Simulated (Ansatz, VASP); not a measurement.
# Two plane-wave programs on InAs

```xyz
2
Lattice="0.0000 2.7960 2.7960 2.7960 0.0000 2.7960 2.7960 2.7960 0.0000" Properties=species:S:1:pos:R:3 pbc="T T T"
In    4.1940    4.1940    4.1940
As    0.0000    0.0000    0.0000
```

Alike in both runs: functional PBE; k mesh 14 × 14 × 14; occupations gaussian, width 0.1 eV; no spin polarisation.

Ansatz relaxed the structure, and its values are those at the end. VASP's run is a single point on that final structure, the one shown.

|  | VASP | Ansatz |
| --- | --- | --- |
| version | VASP 6.6.1 | Ansatz 0.2.0 |
| potentials or method | VASP PAW PBE potentials, release 64 (In_d, As) | scalar-relativistic, plane waves, PAW |
| plane-wave cutoff (eV) | 520 | 420 |
| valence electrons in the cell | 18 | 28 |

|  | VASP | Ansatz | Ansatz less VASP |
| --- | --- | --- | --- |
| gap on the k mesh at the Fermi level (eV) | 0.99 | 0.98 | -0.011 |
| least direct gap on the mesh (eV) | 0.99 | 0.98 | -0.011 |

With one functional, cell and mesh, what is left measures potentials, basis and numerics. The two sets of potentials don't hold the same shells in valence.

Caveats: spin-orbit coupling is left out, which moves the levels of the heavy elements. A k mesh can miss the band edges.
